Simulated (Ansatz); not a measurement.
# SiO₂: 17O NMR of the central transition

Cell: a computed structure from the Materials Project (it need not be an observed phase), atoms as given.

Space group I-42m (No. 121); a = 12.9581, c = 5.1360 Å.

| site | Wyckoff | site symmetry | x | y | z |
| --- | --- | --- | --- | --- | --- |
| Si1 | 8i | ..m | 0.1998 | 0.1998 | 0.7289 |
| Si3 | 8g | .2. | 0.1544 | 0.0000 | 0.5000 |
| O9 | 8i | ..m | 0.4206 | 0.4206 | 0.8328 |
| O10 | 16j | 1 | 0.5752 | 0.2775 | 0.8105 |
| O11 | 8i | ..m | 0.2339 | 0.2339 | 0.0184 |

One atom of each set is listed; the run and its k-mesh use a cell of 24 atoms with edges of 9.52, 9.52, 9.52 Å.

The numbers come from a DFT calculation in Ansatz (PBE, plane waves and PAW, scalar-relativistic, 420 eV cutoff, Γ-centred 4×4×4 k-points, Fermi–Dirac smearing 0.02 eV).

17O has I = 5/2 and Q = -25.58 mb (Pyykkö 2018); at 14.1 T its Larmor frequency is ν₀ = 81.4 MHz. Only the quadrupole interaction is simulated: positions count from each site's isotropic chemical shift, and J coupling is left out, as are shift anisotropy and dipolar coupling, which fast spinning averages.

Task: Give C_Q, η, the quadrupolar product P_Q = |C_Q|(1 + η²/3)^½, the second-order isotropic shift and the breadth of the pattern (fast magic-angle spinning) for each O site.

Result: 

```json
{"site": "O9", "first shell": "2 Si at 1.66 Å, angle 117°", "C_Q (MHz)": "-5.05", "η": "0.71", "P_Q (MHz)": "5.46", "δ_QIS (ppm)": "-27.0", "breadth (kHz)": "5.04"}
{"site": "O10", "first shell": "2 Si at 1.64–1.65 Å, angle 124°", "C_Q (MHz)": "-5.48", "η": "0.30", "P_Q (MHz)": "5.56", "δ_QIS (ppm)": "-28.0", "breadth (kHz)": "5.23"}
{"site": "O11", "first shell": "2 Si at 1.61–1.63 Å, angle 154°", "C_Q (MHz)": "-6.40", "η": "0.05", "P_Q (MHz)": "6.40", "δ_QIS (ppm)": "-37.1", "breadth (kHz)": "6.57"}
```

δ_QIS = −(ν_Q²/30ν₀²)[I(I+1) − 3/4](1 + η²/3) × 10⁶ ppm with ν_Q = 3|C_Q|/[2I(2I−1)]; it falls as 1/B₀² in ppm, and the breadth as 1/B₀ in kHz.

At O9, O10 and O11 V_zz runs parallel to the line that joins its two neighbours (within 3°) in each case.

Hardware: 1 thread of Arm Neoverse V1 (aarch64; 8 cores open to the job, memory cap 2.5 GiB, no GPU), a shared host with a load of 0.2 a core. Wall time 71 s, CPU time 71 s, peak memory 0.83 GiB.
